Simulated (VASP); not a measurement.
Wanted: the native input for a VASP 6.6.1 run.

- Task: relaxation of cell and atoms
- Functional: vdW-DF-cx
- Potentials or basis: VASP PAW PBE potentials, release 64 (Sn_d)
- Cutoff: 600 eV
- k mesh: 10 × 10 × 10
- Occupations: fermi-dirac, width 0.05 eV
- Spin: no spin polarisation
- Further INCAR settings: ALGO = Normal; EDIFF = 1e-07; IBRION = 2; EDIFFG = -0.01; NSW = 60; ISIF = 3

The structure of Sn lies in POSCAR:

```
Sn
1.0
   -1.8946518192      1.8946518192      1.8946518192
    1.8946518192     -1.8946518192      1.8946518192
    1.8946518192      1.8946518192     -1.8946518192
Sn
1
Direct
    0.0000000000      0.0000000000      0.0000000000
```

This isn't the form of Sn at room conditions, which is tetragonal (white tin).

The input as run:

INCAR

```
SYSTEM = Sn
PREC = Accurate
ENCUT = 600
EDIFF = 1E-7
ISMEAR = -1
SIGMA = 0.05
LREAL = .False.
LASPH = .True.
NELM = 80
ALGO = Normal
ISIF = 3
LWAVE = .False.
LCHARG = .False.
GGA = CX
LUSE_VDW = .True.
AGGAC = 0.0
IBRION = 2
NSW = 60
EDIFFG = -0.01
```

KPOINTS

```
regular mesh
0
Gamma
  10 10 10
  0 0 0
```

Potentials or basis: VASP PAW PBE potentials, release 64 (Sn_d).

Command:

```sh
$ cat potpaw_PBE.64/Sn_d/POTCAR > POTCAR
$ mpirun -np 1 vasp_std > vasp.out
```

It gave:

```
Relaxed volume                         : 26.31 Å³/atom
Relaxed cell                           : a = 3.245 Å, b = 3.245 Å, c = 3.245 Å, α = 109.47°, β = 109.47°, γ = 109.47°
Space group after relaxing (to 0.05 Å) : Im-3m (No. 229)
Energy gained by relaxing              : 4.5 meV/atom
Ionic steps                            : 3
Pressure after relaxing                : 0.0 GPa
Band gap on the k mesh                 : none (metal or under the smearing width)
```

Caveat: the PAW data sets were made with another functional, which shifts forces and pressure a little.

It took 61 s on 1 thread of Intel(R) Xeon(R) 6975P-C (Granite Rapids) (shared host), peak memory 0.33 GiB.
